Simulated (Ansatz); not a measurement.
MgTe in the wurtzite structure, relaxed with r2SCAN: 7 runs in the plane-wave code Ansatz, each a construction of maximally localised Wannier functions. It is hexagonal, P6_3mc (No. 186); conventional cell a = 4.578 Å, c = 7.455 Å, 33.82 Å³ an atom. Mg has 4 Te at 2.80 Å; Te has 4 Mg at 2.80 Å. No spin polarisation and no zero-point or thermal motion.

```yaml
crystal:
  lattice:
    - [4.57764, 0.00000, 0.00000]
    - [-2.28882, 3.96435, 0.00000]
    - [0.00000, 0.00000, 7.45509]
  atoms:
    - { symbol: Mg, position: [0.33333, 0.66667, 0.99939] }
    - { symbol: Mg, position: [0.66667, 0.33333, 0.49939] }
    - { symbol: Te, position: [0.33333, 0.66667, 0.37561] }
    - { symbol: Te, position: [0.66667, 0.33333, 0.87561] }
```

Windows count from the top of the filled bands; a dash means that no such window was set (without an outer window there is no disentanglement). Rows marked drawn have settings drawn at random (some not listed).

| functional | SCF mesh | trial orbitals | functions | mesh | window (eV) | frozen (eV) | settings | Ω total (Å²) | Ω invariant (Å²) | largest spread (Å²) | least projectability | interpolation miss of the model's filled bands (eV, to the nearest computed level) |
| --- | --- | --- | --- | --- | --- | --- | --- | --- | --- | --- | --- | --- |
| PBE | 6×6×4 | Te s, Te p | 8 | 6×6×4 | – | – | chosen | 16.61 | 14.67 | 2.11 | 0.91 | 0.025 |
| PBE | 6×6×4 | Te p | 6 | 6×6×2 | – | – | chosen | 17.22 | 16.88 | 2.91 | 0.88 | 0.126 |
| r2SCAN | 6×6×4 | Te s, Te p | 8 | 6×6×2 | – | – | chosen | 15.64 | 13.55 | 1.96 | 0.93 | 0.105 |
| HSE06 | 6×6×2 | Te s, Te p | 8 | 6×6×2 | – | – | chosen | 15.61 | 13.57 | 1.96 | 0.92 | – |
| PBE | 6×6×4 | Te s, Te p, Mg s, Mg p (plain search) | 16 | 6×6×2 | -26.0 to +18.5 | -8.0 to +4.0 | drawn | 30.69 | 27.01 | 2.17 | 0.64 | 0.111 |
| PBE | 6×6×4 | Mg s, Te p (plain search) | 8 | 6×6×2 | -10.0 to +14.5 | -7.0 to +3.3 | drawn | 25.08 | 23.80 | 4.03 | 0.35 | 0.051 |

**Question.** Estimate from these rows what the further settings give.
```json
{"functional": "PBE", "SCF mesh": "6×6×4", "trial orbitals": "Te s, Te p", "functions": "8", "mesh": "6×6×2", "window (eV)": "–", "frozen (eV)": "–", "settings": "chosen"}
```

**Answer.**
```csv
functional,SCF mesh,trial orbitals,functions,mesh,window (eV),frozen (eV),settings,Ω total (Å²),Ω invariant (Å²),largest spread (Å²),least projectability,"interpolation miss of the model's filled bands (eV, to the nearest computed level)"
PBE,6×6×4,"Te s, Te p",8,6×6×2,–,–,chosen,16.11,14.09,2.02,0.91,0.132
```

1 of the rows take their functions from a window without a frozen part or with a poor projection: such a subspace needn't follow the bands named, so its spread can't be set beside the others.

A dash in the last column means that the miss wasn't evaluated.

For Te s, Te p with PBE the spread goes 16.11 Å² (6×6×2), 16.61 Å² (6×6×4): finite differences on a coarse mesh understate it.

Spin-orbit coupling is left out, which matters wherever the heavy atoms make up the band edges.
